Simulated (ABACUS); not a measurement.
The system is Nb.

```
Nb
1.0
     1.66395    1.66395    1.66395
    -1.66395    1.66395    1.66395
    -1.66395   -1.66395    1.66395
Nb
1
Direct
  0.00000 0.00000 0.00000
```

Base run:

| Item | Value |
| --- | --- |
| Program | ABACUS 3.10.1 |
| Functional | LDA-PW92 |
| Potentials or basis | PseudoDojo NC SR 0.4.1 LDA standard |
| Cutoff | 1116 eV |
| Density cutoff | 4463 eV |
| Basis | plane waves |
| k mesh | 9 × 9 × 9 |
| Occupations | fermi-dirac, width 0.05 eV |
| Spin | no spin polarisation |

Its results: band gap on the k mesh none (metal or under the smearing width); pressure -12.3 GPa.

The run is repeated on the same cell with these changes: functional from LDA-PW92 to RPBE; potentials or basis from PseudoDojo NC SR 0.4.1 LDA standard to SG15 ONCV 1.2 PBE. What comes out?

Band gap on the k mesh none (metal or under the smearing width); pressure -0.3 GPa.

Caveats: the potentials were made for another functional, which shifts forces and pressure (some runs).
